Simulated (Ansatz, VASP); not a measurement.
BaTiO3: equilibrium volume by level of theory

**What was measured.** The equilibrium volume of BaTiO3 (Pm-3m) is reported as 12.89 Å³/atom (pmc:7004307, doi:10.1371/journal.pone.0228644). The runs below try to reproduce it.

```
CELL_PARAMETERS angstrom
4.00600 0.00000 0.00000
0.00000 4.00600 0.00000
0.00000 0.00000 4.00600
ATOMIC_POSITIONS crystal
Ba 0.50000 0.50000 0.50000
Ti 0.00000 0.00000 0.00000
O 0.00000 0.00000 0.50000
O 0.00000 0.50000 0.00000
O 0.50000 0.00000 0.00000
```

```csv
rung,level,program and potentials,cutoff (eV),k mesh,smearing,task,equilibrium volume (Å³/atom),miss,notes
GGA,PBE,"Ansatz, Ansatz PAW (earlier soft set)",420,7 × 7 × 7,fermi-dirac 0.05,equation of state,12.99,+0.8 %,-
GGA,PBE,"Ansatz, all-electron LAPW, scalar-relativistic",-,7 × 7 × 7,fermi-dirac 0.05,equation of state,12.99,+0.8 %,-
GGA,PBE,"VASP, PBE PAW files Ba_sv, O, Ti_sv, 520 eV",520,7 × 7 × 7,fermi-dirac 0.05,equation of state,13.13,+1.9 %,-
meta-GGA,SCAN,"VASP, PBE PAW files Ba_sv, O, Ti_sv, 600 eV",600,7 × 7 × 7,gaussian 0.05,relaxation of cell and atoms,12.81,-0.6 %,potentials made for PBE
meta-GGA,r2SCAN,"VASP, PBE PAW files Ba_sv, O, Ti_sv, 600 eV",600,7 × 7 × 7,gaussian 0.05,relaxation of cell and atoms,12.87,-0.2 %,potentials made for PBE
meta-GGA + dispersion,r2SCAN+D4,"VASP, PBE PAW files Ba_sv, O, Ti_sv, 600 eV",600,7 × 7 × 7,gaussian 0.05,relaxation of cell and atoms,12.80,-0.7 %,potentials made for PBE
```

All rows: no spin polarisation. Smearing widths are in eV. Meshes are those of the run's cell of 5 atoms unless a note names another. Relaxations start from the cell shown or near it and stop with a little pressure left. Misses use the values as printed. Runs on faulty files, with rough fits or with known faults for this quantity aren't shown. No row holds spin-orbit coupling.

By rung: GGA 12.99 to 13.13; meta-GGA 12.81 to 12.87; meta-GGA + dispersion 12.80 (Å³/atom). Measured: 12.89 Å³/atom (pmc:7004307, doi:10.1371/journal.pone.0228644). Closest is r2SCAN (-0.2 %), and PBE misses by +0.8 % to +1.9 % on plain settings. The runs are for a static lattice, while measurements hold temperature and zero-point motion.

PBE puts the volume of cubic BaTiO3 above the measured value in every row, while SCAN and r2SCAN fall slightly below it. This is the familiar underbinding of PBE in oxides, which the meta-GGAs probably reduce because the kinetic-energy density lets them treat the Ti-O bonds and the overlap of closed Ba and O shells differently. Adding D4 to r2SCAN contracts the cell further, from 12.87 to 12.80 Å³/atom, as expected from an extra attraction between polarisable ions.

The direction of the shift from PBE to the meta-GGAs is clear, but its size is not. The two PBE values, 12.99 and 13.13 Å³/atom, lie about as far apart as the lower one does from r2SCAN. The close match of r2SCAN therefore doesn't establish it as the best description, nor does the smaller D4 volume count against dispersion. With Ti held at the centre of its octahedron, the comparison also leaves out the local off-centring known in the paraelectric phase, which couples to volume.
